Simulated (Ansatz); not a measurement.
# Relaxing generalised stacking fault on (110) of a KCl-RbCl solid solution (80 atoms), part 2 of 2

Wanted: the relaxed structure of generalised stacking fault on (110) of a KCl-RbCl solid solution (80 atoms) and its electronic structure.

Ansatz 0.2.0; Kohn-Sham DFT, PBE, PAW (set soft_2), plane waves.

The cell: 13 Rb, 40 Cl and 27 K. Atoms were free to move along the slip. The host structure and its lattice constant were typed by rule, without a check against the phase diagram.

So far. Step 3 (Relaxation): The relaxation changed the energy by -5.01 meV/atom, and atoms moved by 0.092 Å r.m.s., 0.16 Å at most.

### Step 5. Single point at the relaxed geometry

The electronic structure is read at the final geometry, in a run of its own.

input.yaml reads:

```yaml
crystal:
  lattice:
    - [7.3394, 0.0, 0.0]
    - [0.0, 10.37948, 0.0]
    - [0.30583, 0.0, 26.0487]
  atoms:
    - { symbol: Rb, position: [0.97567, 0.99983, 0.99745] }
    - { symbol: Cl, position: [0.22737, 0.99703, 0.09753] }
    - { symbol: K, position: [0.47533, 0.9999, 0.99795] }
    - { symbol: Cl, position: [0.73241, 0.99733, 0.09781] }
    [... 70 atom lines left out ...]
    - { symbol: K, position: [0.47357, 0.2494, 0.89874] }
    - { symbol: Cl, position: [0.72515, 0.2524, 0.99685] }
    - { symbol: K, position: [0.9734, 0.75056, 0.89882] }
    - { symbol: Cl, position: [0.22505, 0.74669, 0.99935] }
    - { symbol: Rb, position: [0.47346, 0.74984, 0.89881] }
    - { symbol: Cl, position: [0.72411, 0.74706, 0.99921] }
kpoints:
  mp_grid: { grid: [2, 1, 1] }
hamiltonian:
  xc: pbe
scf:
  occupations: { method: fermi_dirac, width: 0.025 }
output:
  forces: true
  stress: true
  populations: intrinsic
  dos:
    method: { smearing: { sigma: 0.1 } }
    de: 0.1
    projected: { site_lists: { Cl: [Cl], K: [K], Rb: [Rb] } }
  eigenvalues: true
  write_density: true
  write_potential: true
  volumetric_format: npy
  elf: true
```

Started as:

```bash
$ ansatz run input.yaml --threads 8 --pin off --max-ram 15872MiB --backend cpu --events-out ev --progress --plain --runs-dir out
```

Numbers of over 12 decimals in the logs are rounded to 6 here.

Log:

```text
[...]
Crystal: 80 atoms, lattice volume = 1984.368 Å³
Basis set: ecut = 420 eV, 38805 PW (Γ), exchange–correlation on 100×144×360 points (8 copies of the dense FFT grid, shifted against one another)
Bands: 400, of which v1, the nominal top of the filled ones, is band 320 counted from 1 (319 counted from 0)
Symmetry: 1 space group operations
[...]
k-points: 2
[...]
SCF iter   1: F=—  HF=-127322.114956 eV  |F-HF|=—  |Δ(HF+E_count)|=         —  Δρ=4.25e-4  dr2=6.01e-3  ethr=1.77e-3  ⟨swp⟩=12.0  Hψ=4733  notcnv=0  defer=29
[...]
SCF iter   6: F=-127322.090034 eV  HF=-127322.090034 eV  |F-HF|=6.84e-10  |Δ(HF+E_count)|=   2.04e-7  Δρ=8.70e-7  dr2=1.65e-8  ethr=1.56e-11  ⟨swp⟩=19.0  Hψ=6738  notcnv=0
SCF 1 converged in 6 iterations: F = -127322.090034 eV  dr2 = 1.65e-8
[...]
SCF converged after 6 iterations
Free energy (F): -127322.090034 eV
[...]
Internal energy: -127322.090034 eV  (E = F + TS)
E sigma→0 (E₀):  -127322.090034 eV
Fermi energy:    6.482309 eV
[...]
--- Forces (eV/Å), atoms counted from 1 ---
  atom   1  Rb     0.00713564     0.00013135    -0.00386722
  atom   2  Cl    -0.00628425     0.00196279     0.00061920
  atom   3  K      0.00881629    -0.00216214    -0.00291592
  atom   4  Cl    -0.00793811    -0.00147336    -0.00406566
  atom   5  K      0.00811392     0.00095917    -0.00336070
  atom   6  Cl    -0.00813403    -0.00245763     0.00237500
  atom   7  K      0.00934831    -0.00122895    -0.00591999
  atom   8  Cl    -0.00830491     0.00024865     0.00439188
  atom   9  K     -0.00682820    -0.00070902    -0.00010512
  atom  10  Cl    -0.00308600     0.00366765    -0.00416296
  atom  11  Rb    -0.00792058    -0.00381259     0.00160642
  atom  12  Cl    -0.00326141     0.00179129    -0.00492006
  atom  13  K     -0.00378074     0.00017460     0.00556584
  atom  14  Cl    -0.00258795    -0.00042936    -0.00774933
[...]
atom  79  Rb     0.00459401    -0.00021607    -0.01027921
  atom  80  Cl     0.00837400    -0.00049129     0.00311653
  max |Σ_I F_I| component: 6.70e-5 eV/Å
--- Stress (GPa, compression-positive) ---
        4.854160      -0.000597      -0.183750
       -0.000597       4.773751      -0.016456
       -0.183750      -0.016456       4.653498
  P = ⅓ Tr σ = 4.7605 GPa (47.605 kbar)
--- Band table (eV) ---
[...]
--- intrinsic populations: 80 sites ---
  site symbol       q [e]
     0     Rb      8.1956
     1     Cl      7.7736
     2      K      8.2438
[...]
79     Cl      7.7727
  spilling = 0.000000 (of n_electrons = 640.000000)
```

Elapsed: 36 s, on 8 threads of Arm Neoverse V2, shared host; peak memory 6.8 GiB; 4.6 min of CPU time.

Numbers from this run:

```yaml
free_energy: -127322.0900 eV
free_energy_per_atom: -1591.5261 eV/atom
scf_cycles: 6
pressure: 4.76 GPa
r_m_s_force_component: 0.00413 eV/Å
longest_force: 0.01306 eV/Å
fermi_energy: 6.482 eV
spacing_of_highest_filled_and_lowest_empty_level: 5.586 eV
```

Intrinsic-atomic-orbital charges by element:

```csv
element,coordination,atoms,mean charge (e),spread,least,most
Cl,all,40,-0.774,0.0011,-0.776,-0.772
K,all,27,0.761,0.0042,0.753,0.768
Rb,all,13,0.799,0.004,0.791,0.804
```

Density of states as counts of states in windows of 1 eV (from the Fermi level), total and the larger projections:

```csv
from (eV),to (eV),total,Cl p,K s
-10,-6,0.0,0.0,0.0
-6,-5,0.4,0.3,0.0
-5,-4,85.3,79.3,2.5
-4,-3,136.5,132.0,0.8
-3,-2,17.8,17.6,0.0
-2,2,0.0,0.0,0.0
2,3,1.0,0.0,0.5
3,4,16.4,0.2,3.7
4,5,63.4,1.5,11.8
```

Between -26 and -10 eV lie 320 more states.

The stored curve holds about 560 of the 640 electrons; the rest, give or take the few that broadening carries across the Fermi level, lie in deeper levels below its range.

The levels nearest the highest filled one (over half full), pooled over k-points and spins:

```
level less the highest filled one (eV)  occupation
                               -0.0734           2
                               -0.0655           2
                               -0.0607           2
                               -0.0542           2
                                -0.047           2
                                     0           2
                                  5.59           0
                                  6.09           0
                                  6.11           0
                                  6.21           0
                                  6.22           0
                                  6.24           0
```

Electrostatic potential energy in the ca plane at fractional y = 0.000, with atoms of Rb and Cl and K within 0.2 Å of it. With pseudopotentials it is smooth inside the atoms' cores, unlike the true potential.

Ten even steps from '0' (-67 eV) to '9' (10 eV), each cell a mean:
```
01699999999863236899999999710017999999998532
03799999999975457999999999841148999999999744
67999988999998789999888999986689999999999877
89999854689999999998545899999999998657999999
99999632379999999997323699999999995324899999
99999522379999999997323699999999995223799999
99999744589999999998545899999999997435899999
88999988899988789999988999987789999878999988
56899999999973137999999999852268999999999755
34799999999840005899999999710027999999998633
24799999999840004899999999600027999999998532
45899999999962026999999999830148999999999744
78999999999987678999999999986689999989999877
99999855699999999998656899999999997546999999
99999632479999999997323699999999995223799999
99999522379999999997322699999999995223799999
99999743589999999998534799999999997445899999
88999987899998889999878999987789999888999988
25899999999975568999999999852268999999999755
01799999999863336999999999710027999999998633
```
Columns run along c (16.0 Å, from fractional 0.00 to 0.61 of the cell; values clipped at the 3rd and 97th percentile), rows up along a (7.3 Å). Atoms in or near the plane, at fractional coordinates: Cl at (0.10, 0.23), Cl at (0.10, 0.73), K at (0.20, 0.98), Cl at (0.30, 0.22), Rb at (0.20, 0.48), Cl at (0.30, 0.74), Rb at (0.40, 0.98), Cl at (0.50, 0.23), Rb at (0.40, 0.48), Cl at (0.50, 0.72), K at (0.60, 0.98), K at (0.60, 0.48).

ELF in the ca plane at fractional y = 0.000, with atoms of Rb and Cl and K within 0.2 Å of it. It is the smooth field of the valence electrons, not physical close to the nuclei.

Ten even steps from '0' (0.01) to '9' (0.87), each cell a mean:
```
11001795159710000004997896000000028977981000
66520499899502455301899994014553016999960145
99972169996116999840379861168998402799721589
99995015652059999982024310599999820244103899
65898200000289867995000002899679951000016996
65898200000389846996100003898459961000027995
99995013420169989993001101799889940011005998
99972169985028999960168730389999711477402799
67520499999303677511699982047886204999940367
11101796279600122103998995002221018988971012
00001895169700010003997896000000028977981000
55410599799402565301899994024554116999960145
99861179996117999840389961179998402799721589
99995015641059999982023300599999830144104899
76997200000289857995000002898569961000017996
64898200000289846996100003898469961000027995
98996113431169989983001101699899940011005998
99983158985127999950157730379999611477402799
77730499999403677511699982036776205999930368
11101796269710111103998996001211028988971012
```
Columns run along c (16.0 Å, from fractional 0.29 to 0.90 of the cell), rows up along a (7.3 Å). Atoms in or near the plane, at fractional coordinates: Cl at (0.30, 0.22), Cl at (0.30, 0.74), Rb at (0.40, 0.98), Cl at (0.50, 0.23), Rb at (0.40, 0.48), Cl at (0.50, 0.72), K at (0.60, 0.98), Cl at (0.70, 0.23), K at (0.60, 0.48), Cl at (0.70, 0.72), K at (0.80, 0.97), Cl at (0.90, 0.22), K at (0.80, 0.47), Cl at (0.90, 0.72).

Mean intrinsic-atomic-orbital charges: Cl -0.77, K +0.76, Rb +0.80 e.

The surroundings of Cl70, picked at random, nearest first, numbered as they follow in the input and with coordinates relative to it.

| atom | x | y | z | distance (Å) | bonds | intrinsic-atomic-orbital charge (e) |
| --- | --- | --- | --- | --- | --- | --- |
| Cl70 | 0.00 | 0.00 | 0.00 | 0.00 | 8 | -0.77 |
| K5 | -1.77 | 0.03 | 2.56 | 3.11 | 8 | 0.77 |
| K73 | -1.81 | -2.57 | -0.06 | 3.14 | 8 | 0.76 |
| K75 | 1.86 | -2.57 | -0.04 | 3.17 | 8 | 0.77 |
| K7 | 1.90 | 0.03 | 2.56 | 3.19 | 8 | 0.76 |
| K77 | -1.81 | 2.63 | -0.04 | 3.19 | 8 | 0.76 |
| Rb79 | 1.86 | 2.62 | -0.04 | 3.22 | 8 | 0.80 |
| Rb71 | 1.83 | 0.03 | -2.65 | 3.22 | 8 | 0.79 |
| Rb69 | -1.84 | 0.03 | -2.66 | 3.23 | 8 | 0.79 |
| Cl74 | 0.08 | -2.54 | 2.53 | 3.58 | 8 | -0.77 |
| Cl72 | -3.62 | 0.00 | 0.00 | 3.62 | 8 | -0.77 |
| Cl78 | 0.07 | 2.59 | 2.58 | 3.66 | 8 | -0.77 |
| Cl72 | 3.72 | 0.00 | 0.00 | 3.72 | 8 | -0.77 |
| Cl58 | 0.02 | -2.62 | -2.64 | 3.72 | 8 | -0.77 |
| Cl66 | -0.01 | 2.69 | -2.67 | 3.79 | 8 | -0.78 |

The column of bonds counts only the pairs Cl-K within 3.62 Å, Cl-Rb within 3.62 Å; other neighbours, such as metal atoms beside each other in a compound, aren't counted, and periodic images can show an atom twice.

### Step 6. Outcome

| Item | Value |
| --- | --- |
| energy change in the relaxation | -5.013 meV/atom |
| r.m.s. displacement | 0.092 Å |
| largest displacement | 0.163 Å |
| free energy per atom | -1591.5261 eV/atom |
| density | 3 g/cm³ |
| pressure | 4.76 GPa |
| r.m.s. force component | 0.00413 eV/Å |
| gap (highest filled to lowest empty level) | 5.586 eV |
| wall time of the 3 DFT runs | 1.9 min |

In words: Relaxation lowers the energy by 5.01 meV/atom and moves atoms by 0.092 Å r.m.s.; the r.m.s. force component goes from 0.10 to 0.0041 eV/Å, the pressure goes from 4.9 to 4.8 GPa, and the gap from 5.57 to 5.59 eV. By the final cutoffs no bond was broken or made. Layers on the two sides of the fault moved in opposite directions along the plane, so much of the imposed slip has spread into a shear of the crystal. From the first step to the last the energy fell by 0.401 eV, and the largest move was 0.16 Å (Cl78, with 1 other atom within 2 % of it). The Cl-Rb bonds change most in mean length: from 3.182 Å (spread 0.040) to 3.212 Å (spread 0.019). With the cutoffs above, all Cl atoms have 8, all K atoms have 8 and all Rb atoms have 8 bonded neighbours. The highest filled and lowest empty levels differ by 5.59 eV on the run's k-points; the mesh holds the band edges only if they fold onto it, so the gap at this level can be narrower or closed, while semilocal functionals tend to narrow gaps against experiment.

What to keep in mind: Atoms were free to move along the slip, so the relaxation can undo part or all of it. The pressure of 4.8 GPa shows the cell to be compressed for this functional.

[Logs are printed without paths, hosts, clocks, repeated set-up lines and the standing remarks that a program may print on its own settings, such as how far it seeks lower states.]

[Hosts, paths, dates, database ids (printed as entryN), source tags and the programs' standing remarks are cut or masked in the printed files.]
